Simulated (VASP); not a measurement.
# InP (F-43m) in VASP: notebook

The runs below take InP through G0W0 quasiparticle levels, with PBE.

Program: VASP 6.6.1. These are calculated values, not measurements. Logs are shortened: lines on timing, memory, paths and dates and some standing lists are left out, and cuts for length are marked.

## Step 1: Starting point

It takes space group F-43m (No. 216, cubic). Conventional cell: a = 5.861 Å, b = 5.861 Å, c = 5.861 Å, α = 90.00°, β = 90.00°, γ = 90.00°. In (site symmetry -43m) is surrounded by 4 P at 2.54 Å. P (site symmetry -43m) is surrounded by 4 In at 2.54 Å.

## Step 2: G0W0 quasiparticle levels, PBE

POSCAR reads:

```
InP
1.0
    0.0000000000      2.9305000000      2.9305000000
    2.9305000000      0.0000000000      2.9305000000
    2.9305000000      2.9305000000      0.0000000000
In P
1 1
Direct
    0.0000000000      0.0000000000      0.0000000000
    0.7500000000      0.7500000000      0.7500000000
```

INCAR.step1 reads:

```
SYSTEM = InP
  PREC = Accurate
  ENCUT = 450
  EDIFF = 1E-8
  ISMEAR = 0
  SIGMA = 0.01
  LREAL = .False.
  LASPH = .True.
  NELM = 60
  ALGO = Fast
  LWAVE = .True.
  LCHARG = .False.
  GGA = PE
```

INCAR.step2 reads:

```
SYSTEM = InP
  PREC = Accurate
  ENCUT = 450
  EDIFF = 1E-8
  ISMEAR = 0
  SIGMA = 0.01
  LREAL = .False.
  LASPH = .True.
  NELM = 1
  ALGO = Exact
  LWAVE = .True.
  LCHARG = .False.
  GGA = PE
  NBANDS = 39
  LOPTICS = .True.
  ISTART = 1
```

INCAR.step3 reads:

```
SYSTEM = InP
  PREC = Accurate
  ENCUT = 450
  EDIFF = 1E-8
  ISMEAR = 0
  SIGMA = 0.01
  LREAL = .False.
  LASPH = .True.
  ALGO = EVGW0
  LWAVE = .False.
  LCHARG = .False.
  GGA = PE
  NELMGW = 1
  NBANDS = 39
  ENCUTGW = 100
  NOMEGA = 48
  PRECFOCK = Fast
  ISTART = 1
  NBANDSGW = 17
```

KPOINTS reads:

```
Automatic mesh
0
Gamma
  4 4 4
  0 0 0
```

Potentials or basis: VASP PAW PBE potentials, release 64 (In_d_GW, P_GW).

Started as:

```
cat potpaw_PBE.64/In_d_GW/POTCAR potpaw_PBE.64/P_GW/POTCAR > POTCAR
cp INCAR.step1 INCAR
mpirun -np 1 vasp_std > vasp.out
cp INCAR.step2 INCAR
mpirun -np 1 vasp_std > vasp.out
cp INCAR.step3 INCAR
mpirun -np 1 vasp_std > vasp.out
```

OUTCAR:

```text
SYSTEM = InP
   PREC = Accurate
   ENCUT = 450
   EDIFF = 1E-8
   ISMEAR = 0
   LREAL = .False.
   LASPH = .True.
   GGA = PE
   NELMGW = 1
   ENCUTGW = 100
   PRECFOCK = Fast
   ISTART = 1

 Found      8 irreducible k-points:

 Following reciprocal coordinates:
            Coordinates               Weight
  0.000000  0.000000  0.000000      1.000000
  0.250000  0.000000  0.000000      8.000000
  0.500000  0.000000  0.000000      4.000000
  0.250000  0.250000  0.000000      6.000000
  0.500000  0.250000  0.000000     24.000000
 -0.250000  0.250000  0.000000     12.000000
   k-points           NKPTS =      8   k-points in BZ     NKDIM =     64   number of bands    NBANDS=     39
   number of dos      NEDOS =    301   number of ions     NIONS =      2
   total plane-waves  NPLWV =  27000
   dimension x,y,z NGX =    30 NGY =   30 NGZ =   30
   dimension x,y,z NGXF=    60 NGYF=   60 NGZF=   60
   ions per type =               1   1
   NGX,Y,Z   is equivalent  to a cutoff of  12.03, 12.03, 12.03 a.u.
   NGXF,Y,Z  is equivalent  to a cutoff of  24.07, 24.07, 24.07 a.u.
 SYSTEM =  InP
   PREC   = accura    normal or accurate (medium, high low for compatibility)
   ISTART =      1    job   : 0-new  1-cont  2-samecut
   ICHARG =      0    charge: 1-file 2-atom 10-const
   ISPIN  =      1    spin polarized calculation?
   LNONCOLLINEAR =      F non collinear calculations
   LSORBIT =      F    spin-orbit coupling
   LASPH  =      T    aspherical Exc in radial PAW
   ENCUT  =  450.0 eV  33.07 Ry    5.75 a.u.   7.17  7.17  7.17*2*pi/ulx,y,z
   NELM   =     60;   NELMIN=  2; NELMDL=  0     # of ELM steps
   EDIFF  = 0.1E-07   stopping-criterion for ELM
   LREAL  =      F    real-space projection
   EDIFFG = 0.1E-06   stopping-criterion for IOM
   NSW    =      0    number of steps for IOM
   IBRION =     -1    ionic relax: 0-MD 1-quasi-New 2-CG
   NFREE  =      0    steps in history (QN), initial steepest desc. (CG)
   ISIF   =      0    stress and relaxation
   ISYM   =      3    0-nonsym 1-usesym 2-fastsym
   POTIM  = 0.5000    time-step for ionic-motion
   TEBEG  =    0.0;   TEEND  =   0.0 temperature during run
   PSTRESS=    0.0 pullay stress
   NELECT =      18.0000    total number of electrons
   NUPDOWN=      -1.0000    fix difference up-down
   EMIN   =  10.00;   EMAX   =-10.00  energy-range for DOS
   EFERMI =   0.00;   METHOD = LEGACY
   ISMEAR =     0;   SIGMA  =   0.01  broadening in eV -4-tet -1-fermi 0-gaus
   EFERMI_NEDOS =   21; number of points for ismear=-14 and -15
   IALGO  =     38    algorithm
   IMIX   =      4    mixing-type and parameters
     AMIX     =   0.40;   BMIX     =  1.00
     AMIX_MAG =   1.60;   BMIX_MAG =  1.00
  volume/ion in A,a.u.               =      25.17       169.83
  Fermi-wavevector in a.u.,A,eV,Ry     =   1.162021  2.195901 18.371846  1.350293
  Thomas-Fermi vector in A             =   2.298587
   LORBIT       =      0    0 simple, 1 ext, 2 COOP (PROOUT), +10 PAW based schemes
   GGA     = PE    functional components
   LHFCALC =     T    Hartree Fock is set to
   PRECFOCK=fast      Normal, Fast or Accurate (Low or Medium for compatibility)
   ENCUT4O =  -1.0   cutoff for four orbital integrals eV
   NKREDX  =     1    reduce k-point grid by
   NKREDY  =     1    reduce k-point grid by
   NKREDZ  =     1    reduce k-point grid by
   AEXX    =    1.0000 exact exchange contribution
   HFSCREEN=    0.0000 screening length (either q_TF or 0.3 A-1)
   HFSCREENC=   0.0000 screening length for correlation (either q_TF or 0.3 A-1)
   ENCUTFOCK=  -1.0 apply spherical cutoff to Coloumb kernel
   IVDW    =     0    specifies the selected vdW correction
   LEPSILON=     F    determine dielectric tensor
   LRPA    =     F    only Hartree local field effects (RPA)
   LRPAFORCE           =     F    calculate RPA forces
   ENCUTGW             = 100.0    cutoff for response function in eV
   ENCUTGWSOFT         =  80.0    soft cutoff for Coulomb kernel in GW response function in eV
   ENCUTLF             =  -1.0    cutoff for local field effects
   NELMGW              =     1    number of iterations in solving QP/BSE equation
   NELMHF              =     1    number of iterations in the inner HF iteration
   NKREDLFX            =     1    NKREDLFY  =   1   NKREDLFZ  =   1
 non-spin polarized calculation
 Gauss-broadening in eV      SIGMA  =   0.01
  energy-cutoff  :      450.00
  volume of cell :       50.33
 maximum number of plane-waves:      1106
 NGX is ok and might be reduce to    30
  NGX = 16; NGY = 16; NGZ = 16
   NGX = 15   NGY = 15   NGZ = 15
 maximum number of plane-waves:       125
 NGX is ok and might be reduce to    14

 QP shifts <psi_nk| G(iteration)W_0 |psi_nk>: iteration 1
 for sc-GW calculations column KS-energies equals QP-energies in previous step
 and V_xc(KS)=  KS-energies - (<T + V_ion + V_H > + <T+V_H+V_ion>^1  + <V_x>^1)

 k-point   1 :       0.0000    0.0000    0.0000
  band No.  KS-energies  QP-energies   sigma(KS)   V_xc(KS)     V^pw_x(r,r')   Z            occupation Imag(sigma)

      1     -10.2904     -11.7679     -18.7041     -16.5953     -25.3090       0.7006       2.0000       0.2527
      2     -10.2904     -11.7679     -18.7041     -16.5953     -25.3090       0.7006       2.0000       0.2527
      3     -10.2904     -11.7679     -18.7041     -16.5953     -25.3090       0.7006       2.0000       0.2527
      4     -10.1409     -11.6505     -18.8322     -16.6832     -25.3349       0.7025       2.0000       0.1825
      5     -10.1409     -11.6505     -18.8322     -16.6832     -25.3349       0.7025       2.0000       0.1825
      6      -7.5659      -7.6365     -11.4161     -11.2996     -18.2671       0.6062       2.0000       0.9401
[... 9 lines left out ...]
     16      13.3518      14.0660      -9.2596     -10.2280      -4.5878       0.7375       0.0000      -0.2872
     17      15.1247      15.3068      -7.3519      -7.5959      -2.2681       0.7465       0.0000      -0.4644

 k-point   2 :       0.2500    0.0000    0.0000
  band No.  KS-energies  QP-energies   sigma(KS)   V_xc(KS)     V^pw_x(r,r')   Z            occupation Imag(sigma)

      1     -10.3508     -11.7675     -18.4929     -16.4565     -25.1664       0.6957       2.0000       0.2776
      2     -10.2674     -11.7496     -18.7317     -16.6199     -25.3284       0.7019       2.0000       0.2492
      3     -10.2674     -11.7496     -18.7317     -16.6199     -25.3284       0.7019       2.0000       0.2492
      4     -10.1384     -11.6499     -18.8336     -16.6862     -25.3405       0.7039       2.0000       0.1843
      5     -10.1384     -11.6499     -18.8336     -16.6862     -25.3405       0.7039       2.0000       0.1843
      6      -6.8894      -6.9928     -11.7598     -11.5993     -18.3346       0.6442       2.0000       0.9031
[... 9 lines left out ...]
     16      13.0806      13.2107      -7.2033      -7.3769      -2.3430       0.7495       0.0000      -0.3121
     17      16.3217      16.8061      -8.1121      -8.7622      -2.9169       0.7451       0.0000      -0.5624
[... 64 lines left out ...]
 k-point   6 :      -0.2500    0.2500    0.0000
  band No.  KS-energies  QP-energies   sigma(KS)   V_xc(KS)     V^pw_x(r,r')   Z            occupation Imag(sigma)

      1     -10.4007     -11.7713     -18.3568     -16.3782     -25.0909       0.6927       2.0000       0.3015
      2     -10.2451     -11.7325     -18.7539     -16.6325     -25.3324       0.7011       2.0000       0.2365
      3     -10.2374     -11.7220     -18.7710     -16.6582     -25.3636       0.7027       2.0000       0.2459
      4     -10.1422     -11.6492     -18.8216     -16.6763     -25.3296       0.7024       2.0000       0.1846
      5     -10.1359     -11.6460     -18.8334     -16.6868     -25.3448       0.7035       2.0000       0.1855
      6      -5.9702      -6.0645     -12.1795     -12.0362     -18.4557       0.6575       2.0000       0.8061
[... 9 lines left out ...]
     16      15.7384      16.5111      -9.3833     -10.4265      -4.0350       0.7406       0.0000      -0.5492
     17      16.1335      16.5994      -8.1247      -8.7448      -2.8986       0.7513       0.0000      -0.5473

 [... further k-points ...]
```

It took 2.6 min on 1 thread of Intel Xeon Platinum 8488C (Sapphire Rapids), shared host; peak memory 0.4 GiB.

These settings aren't checked as converged: the numbers below hold their error.

Results:

| Item | Value |
| --- | --- |
| Band gap on the k mesh, mean-field level | 0.70 eV, direct |
| Quasiparticle gap | 1.27 eV |
| Least direct quasiparticle gap | 1.27 eV |

Caveat: the k mesh is coarse (spacing up to 0.46 Å⁻¹), so the values aren't converged; bands, screening cutoff and mesh are small and nothing is extrapolated, so the quasiparticle values aren't converged; spin-orbit coupling is left out, which moves the levels of the heavy elements.

## Step 3: G0W0 quasiparticle levels, PBE

POSCAR is that of step 2.

INCAR.step1 is that of step 2.

Edit INCAR.step2 of step 2 so:

```diff
@@ -13,3 +13,3 @@
   GGA = PE
-  NBANDS = 39
+  NBANDS = 210
   LOPTICS = .True.
```

Edit INCAR.step3 of step 2 so:

```diff
@@ -13,4 +13,4 @@
   NELMGW = 1
-  NBANDS = 39
-  ENCUTGW = 100
+  NBANDS = 210
+  ENCUTGW = 50
   NOMEGA = 48
```

KPOINTS reads:

```
Automatic mesh
0
Gamma
  3 3 3
  0 0 0
```

Potentials or basis: VASP PAW PBE potentials, release 64 (In_d_GW, P_GW).

Started as:

```
cat potpaw_PBE.64/In_d_GW/POTCAR potpaw_PBE.64/P_GW/POTCAR > POTCAR
cp INCAR.step1 INCAR
mpirun -np 1 vasp_std > vasp.out
cp INCAR.step2 INCAR
mpirun -np 1 vasp_std > vasp.out
cp INCAR.step3 INCAR
mpirun -np 1 vasp_std > vasp.out
```

OUTCAR:

```text
SYSTEM = InP
   PREC = Accurate
   ENCUT = 450
   EDIFF = 1E-8
   ISMEAR = 0
   LREAL = .False.
   LASPH = .True.
   GGA = PE
   NELMGW = 1
   ENCUTGW = 50
   PRECFOCK = Fast
   ISTART = 1

 Found      4 irreducible k-points:

 Following reciprocal coordinates:
            Coordinates               Weight
  0.000000  0.000000  0.000000      1.000000
  0.333333  0.000000  0.000000      8.000000
  0.333333  0.333333  0.000000      6.000000
 -0.333333  0.333333  0.000000     12.000000
   k-points           NKPTS =      4   k-points in BZ     NKDIM =     27   number of bands    NBANDS=    210
   number of dos      NEDOS =    301   number of ions     NIONS =      2
   total plane-waves  NPLWV =  27000
   dimension x,y,z NGX =    30 NGY =   30 NGZ =   30
   dimension x,y,z NGXF=    60 NGYF=   60 NGZF=   60
   ions per type =               1   1
   NGX,Y,Z   is equivalent  to a cutoff of  12.03, 12.03, 12.03 a.u.
   NGXF,Y,Z  is equivalent  to a cutoff of  24.07, 24.07, 24.07 a.u.
 SYSTEM =  InP
   PREC   = accura    normal or accurate (medium, high low for compatibility)
   ISTART =      1    job   : 0-new  1-cont  2-samecut
   ICHARG =      0    charge: 1-file 2-atom 10-const
   ISPIN  =      1    spin polarized calculation?
   LNONCOLLINEAR =      F non collinear calculations
   LSORBIT =      F    spin-orbit coupling
   LASPH  =      T    aspherical Exc in radial PAW
   ENCUT  =  450.0 eV  33.07 Ry    5.75 a.u.   7.17  7.17  7.17*2*pi/ulx,y,z
   NELM   =     60;   NELMIN=  2; NELMDL=  0     # of ELM steps
   EDIFF  = 0.1E-07   stopping-criterion for ELM
   LREAL  =      F    real-space projection
   EDIFFG = 0.1E-06   stopping-criterion for IOM
   NSW    =      0    number of steps for IOM
   IBRION =     -1    ionic relax: 0-MD 1-quasi-New 2-CG
   NFREE  =      0    steps in history (QN), initial steepest desc. (CG)
   ISIF   =      0    stress and relaxation
   ISYM   =      3    0-nonsym 1-usesym 2-fastsym
   POTIM  = 0.5000    time-step for ionic-motion
   TEBEG  =    0.0;   TEEND  =   0.0 temperature during run
   PSTRESS=    0.0 pullay stress
   NELECT =      18.0000    total number of electrons
   NUPDOWN=      -1.0000    fix difference up-down
   EMIN   =  10.00;   EMAX   =-10.00  energy-range for DOS
   EFERMI =   0.00;   METHOD = LEGACY
   ISMEAR =     0;   SIGMA  =   0.01  broadening in eV -4-tet -1-fermi 0-gaus
   EFERMI_NEDOS =   21; number of points for ismear=-14 and -15
   IALGO  =     38    algorithm
   IMIX   =      4    mixing-type and parameters
     AMIX     =   0.40;   BMIX     =  1.00
     AMIX_MAG =   1.60;   BMIX_MAG =  1.00
  volume/ion in A,a.u.               =      25.17       169.83
  Fermi-wavevector in a.u.,A,eV,Ry     =   1.162021  2.195901 18.371846  1.350293
  Thomas-Fermi vector in A             =   2.298587
   LORBIT       =      0    0 simple, 1 ext, 2 COOP (PROOUT), +10 PAW based schemes
   GGA     = PE    functional components
   LHFCALC =     T    Hartree Fock is set to
   PRECFOCK=fast      Normal, Fast or Accurate (Low or Medium for compatibility)
   ENCUT4O =  -1.0   cutoff for four orbital integrals eV
   NKREDX  =     1    reduce k-point grid by
   NKREDY  =     1    reduce k-point grid by
   NKREDZ  =     1    reduce k-point grid by
   AEXX    =    1.0000 exact exchange contribution
   HFSCREEN=    0.0000 screening length (either q_TF or 0.3 A-1)
   HFSCREENC=   0.0000 screening length for correlation (either q_TF or 0.3 A-1)
   ENCUTFOCK=  -1.0 apply spherical cutoff to Coloumb kernel
   IVDW    =     0    specifies the selected vdW correction
   LEPSILON=     F    determine dielectric tensor
   LRPA    =     F    only Hartree local field effects (RPA)
   LRPAFORCE           =     F    calculate RPA forces
   ENCUTGW             =  50.0    cutoff for response function in eV
   ENCUTGWSOFT         =  40.0    soft cutoff for Coulomb kernel in GW response function in eV
   ENCUTLF             =  -1.0    cutoff for local field effects
   NELMGW              =     1    number of iterations in solving QP/BSE equation
   NELMHF              =     1    number of iterations in the inner HF iteration
   NKREDLFX            =     1    NKREDLFY  =   1   NKREDLFZ  =   1
 non-spin polarized calculation
 Gauss-broadening in eV      SIGMA  =   0.01
  energy-cutoff  :      450.00
  volume of cell :       50.33
 maximum number of plane-waves:      1113
 NGX is ok and might be reduce to    30
  NGX = 16; NGY = 16; NGZ = 16
   NGX = 15   NGY = 15   NGZ = 15
 maximum number of plane-waves:        51
 NGX is ok and might be reduce to    10

 QP shifts <psi_nk| G(iteration)W_0 |psi_nk>: iteration 1
 for sc-GW calculations column KS-energies equals QP-energies in previous step
 and V_xc(KS)=  KS-energies - (<T + V_ion + V_H > + <T+V_H+V_ion>^1  + <V_x>^1)

 k-point   1 :       0.0000    0.0000    0.0000
  band No.  KS-energies  QP-energies   sigma(KS)   V_xc(KS)     V^pw_x(r,r')   Z            occupation Imag(sigma)

      1     -10.2935     -12.1707     -19.2411     -16.5971     -25.3299       0.7100       2.0000       0.2958
      2     -10.2935     -12.1707     -19.2411     -16.5971     -25.3299       0.7100       2.0000       0.2958
      3     -10.2935     -12.1707     -19.2411     -16.5971     -25.3299       0.7100       2.0000       0.2958
      4     -10.1478     -12.0414     -19.3599     -16.6818     -25.3438       0.7071       2.0000       0.2191
      5     -10.1478     -12.0414     -19.3599     -16.6818     -25.3438       0.7071       2.0000       0.2191
      6      -7.4964      -7.6456     -11.5117     -11.2913     -18.2327       0.6769       2.0000       1.0845
[... 9 lines left out ...]
     16      13.3901      13.6863      -9.8290     -10.2237      -4.5789       0.7504       0.0000      -0.2188
     17      15.1508      14.8507      -7.9369      -7.5435      -2.2265       0.7625       0.0000      -0.4443
[... 46 lines left out ...]
      1     -10.4274     -12.1583     -18.8354     -16.3607     -25.0946       0.6994       2.0000       0.3482
      2     -10.2340     -12.1126     -19.3061     -16.6462     -25.3601       0.7063       2.0000       0.2670
      3     -10.2154     -12.1052     -19.3455     -16.6901     -25.4093       0.7117       2.0000       0.2786
      4     -10.1615     -12.0479     -19.3284     -16.6581     -25.3238       0.7064       2.0000       0.2218
      5     -10.1360     -12.0286     -19.3612     -16.6913     -25.3551       0.7089       2.0000       0.2173
      6      -5.2477      -5.3953     -12.6394     -12.4205     -18.6365       0.6745       2.0000       0.7322
[... 9 lines left out ...]
     16      17.1146      17.1869      -9.0366      -9.1331      -3.0451       0.7494       0.0000      -0.5185
     17      17.9823      18.1300      -9.4040      -9.6029      -3.1821       0.7425       0.0000      -0.6630
```

Wall time 1.7 min (1 thread of Intel Xeon Platinum 8488C (Sapphire Rapids), shared host); peak memory 0.34 GiB.

These settings aren't checked as converged: the numbers below hold their error.

What came out:

* Band gap on the k mesh, mean-field level: 0.67 eV, direct
* Quasiparticle gap: 1.15 eV
* Least direct quasiparticle gap: 1.15 eV

Caveat: the k mesh is coarse (spacing up to 0.62 Å⁻¹), so the values aren't converged; bands, screening cutoff and mesh are small and nothing is extrapolated, so the quasiparticle values aren't converged; spin-orbit coupling is left out, which moves the levels of the heavy elements.

(Part 1 of 2 ends here.)
